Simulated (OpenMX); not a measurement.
## MgS (Niningerite) under changes of volume

One of the cells (17.609 Å³/atom); the others are scaled copies at fixed shape and fractional positions:

```
CELL_PARAMETERS angstrom
0.00000 2.60165 2.60165
2.60165 0.00000 2.60165
2.60165 2.60165 0.00000
ATOMIC_POSITIONS crystal
S 0.50000 0.50000 0.50000
Mg 0.00000 0.00000 0.00000
```

| Property | Result |
| --- | --- |
| Program | OpenMX 3.8.5 |
| Functional | PBE |
| Potentials or basis | OpenMX 2013 PBE set, S7.0-s2p2d1, Mg7.0-s3p2, fixed grid of 40 × 40 × 40 points |
| k mesh | 9 × 9 × 9 |
| Occupations | fermi-dirac, width 0.05 eV |
| Spin | no spin polarisation |

```tsv
volume (Å³/atom)	energy over the lowest point (meV/atom)	gap on the mesh (eV)
16.553	32.17	2.90
16.905	17.20	2.85
17.257	7.26	2.81
17.609	1.65	2.76
17.962	0.00	2.72
18.314	?	?
18.666	7.39	2.63
```

Q: What does the run at 18.314 Å³/atom give?

A: Energy over the lowest point 2.12 meV/atom; gap on the mesh 2.67 eV.

Worked out: A Birch-Murnaghan fit of order 3 (a polynomial in V^(-2/3)) to the other rows has its minimum at 17.93 Å³/atom with B0 = V·E''(V) = 85 GPa and B' = 4.0. It gives 2.07 meV/atom at 18.314 Å³/atom, against the run's 2.12. A straight line through the other rows of the gap, of slope -2.23 eV per unit of ln V, gives 2.67 eV, against the run's 2.67.

Energies are extrapolated to zero smearing.

Caveats: an odd mesh through Γ misses points on the zone boundary, where band edges often lie; the basis of atomic orbitals isn't converged, which shifts pressures, moduli and gaps.
